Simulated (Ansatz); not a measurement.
# ZrO2: how the settings move a single-point run

How sensitive is a single-point run of ZrO2 to its settings? A reference run comes first, then six runs with altered input.

Method: reference: DFT, HSE06, plane waves, PAW, in Ansatz 0.2.0.

1 further run of the same task is left out (for a known fault of the program).

### 1 Starting point

The structure is cubic, space group Fm-3m (No. 225). The conventional cell has a = 5.089 Å, b = 5.089 Å, c = 5.089 Å, α = 90.00°, β = 90.00°, γ = 90.00°. Zr (site symmetry m-3m) is surrounded by 8 O at 2.20 Å. O (site symmetry -43m) is surrounded by 4 Zr at 2.20 Å.

As a file:

```
CELL_PARAMETERS angstrom
0.00000 2.54471 2.54471
2.54471 0.00000 2.54471
2.54471 2.54471 0.00000
ATOMIC_POSITIONS crystal
Zr 0.00000 0.00000 0.00000
O 0.25000 0.25000 0.25000
O 0.75000 0.75000 0.75000
```

### 2 The reference run

File input.yaml:

```yaml
crystal:
  lattice:
    - [0.0, 2.5447135875, 2.5447135875]
    - [2.5447135875, 0.0, 2.5447135875]
    - [2.5447135875, 2.5447135875, 0.0]
  atoms:
    - { symbol: Zr, position: [0.0, 0.0, 0.0] }
    - { symbol: O, position: [0.25, 0.25, 0.25] }
    - { symbol: O, position: [0.75, 0.75, 0.75] }
kpoints:
  mp_grid: { grid: [4, 4, 4] }
hamiltonian:
  xc: hse06
scf:
  occupations: { method: fixed }
  n_extra_bands: 4
output:
  forces: true
  stress: true
  eigenvalues: true
```

Started as:

```console
$ ansatz run input.yaml --threads 4 --pin off --max-ram 3686MiB --backend cpu --events-out ev --progress --plain --runs-dir out
```

### 3 Changing settings: exchange pbe, correlation pbe, coeff 0.05, omega 0.5

input.yaml, as its differences from that of step 2:

```diff
@@ -12,3 +12,3 @@
 hamiltonian:
-  xc: hse06
+  xc: { exchange: pbe, correlation: pbe, exx: { coeff: 0.05, omega: 0.5 } }
 scf:
```

### 4 Changed: exchange pbe, correlation pbe, coeff 0.35, omega 0.5

input.yaml, as its differences from that of step 2:

```diff
@@ -12,3 +12,3 @@
 hamiltonian:
-  xc: hse06
+  xc: { exchange: pbe, correlation: pbe, exx: { coeff: 0.35, omega: 0.5 } }
 scf:
```

### 5 Variant: exchange pbe, correlation pbe, coeff 0.15, omega 0.3

input.yaml, as its differences from that of step 2:

```diff
@@ -12,3 +12,3 @@
 hamiltonian:
-  xc: hse06
+  xc: { exchange: pbe, correlation: pbe, exx: { coeff: 0.15, omega: 0.3 } }
 scf:
```

### 6 Changing settings: exchange pbe, correlation pbe, coeff 0.05

input.yaml, as its differences from that of step 2:

```diff
@@ -12,3 +12,3 @@
 hamiltonian:
-  xc: hse06
+  xc: { exchange: pbe, correlation: pbe, exx: { coeff: 0.05 } }
 scf:
```

### 7 Changing settings: xc_grid 1

input.yaml, as its differences from that of step 2:

```diff
@@ -20 +20,3 @@
   eigenvalues: true
+basis:
+  xc_grid: 1
```

### 8 Variant: dispersion d4

input.yaml, as its differences from that of step 2:

```diff
@@ -13,2 +13,3 @@
   xc: hse06
+  dispersion: d4
 scf:
```

Q: Predict the outcome of this session. Wanted: for each run, ending; energy change; pressure; gap; force.

As calculated:

```csv
run,ending,energy change,pressure (GPa),gap (eV),force (eV/Å),cycles,time
reference,converged,0,-3.0,4.98,0.00,14,6.9 s
"1: exchange pbe, correlation pbe, coeff 0.05, omega 0.5",converged,not comparable,2.6,3.54,0.00,11,6.5 s
"2: exchange pbe, correlation pbe, coeff 0.35, omega 0.5",converged,not comparable,-4.0,4.72,0.00,14,7.2 s
"3: exchange pbe, correlation pbe, coeff 0.15, omega 0.3",converged,not comparable,-0.2,4.16,0.00,11,6.6 s
"4: exchange pbe, correlation pbe, coeff 0.05",converged,not comparable,2.4,3.82,0.00,11,5.9 s
5: xc_grid 1,converged,0.0 meV/atom,-3.0,4.98,0.00,14,7 s
6: dispersion d4,converged,-191.9 meV/atom (offset of the dispersion model),-6.4,4.98,0.00,14,7.1 s
```

Residual by cycle in the longest SCF loop of each run; runs are numbered as in the table. The quantity is the density residual dr2, in eV.

```csv
cycle,reference,run 1,run 2,run 3,run 4,run 5,run 6
1,0.109,0.0046,0.143,0.0468,0.00768,0.109,0.109
2,0.0215,0.00212,0.0274,0.0169,0.00346,0.0215,0.0215
3,0.00338,8.2e-5,0.00436,9.0e-4,1.1e-4,0.00338,0.00338
4,6.4e-4,7.2e-6,8.5e-4,3.0e-4,1.8e-5,6.4e-4,6.4e-4
5,2.0e-4,5.0e-7,3.1e-4,7.3e-6,8.9e-7,2.0e-4,2.0e-4
6,6.8e-4,5.3e-8,0.00108,4.7e-7,2.6e-8,6.8e-4,6.8e-4
7,5.1e-6,-,9.5e-6,-,-,5.1e-6,5.1e-6
```

«xc_grid 1» leaves the energy as it was.
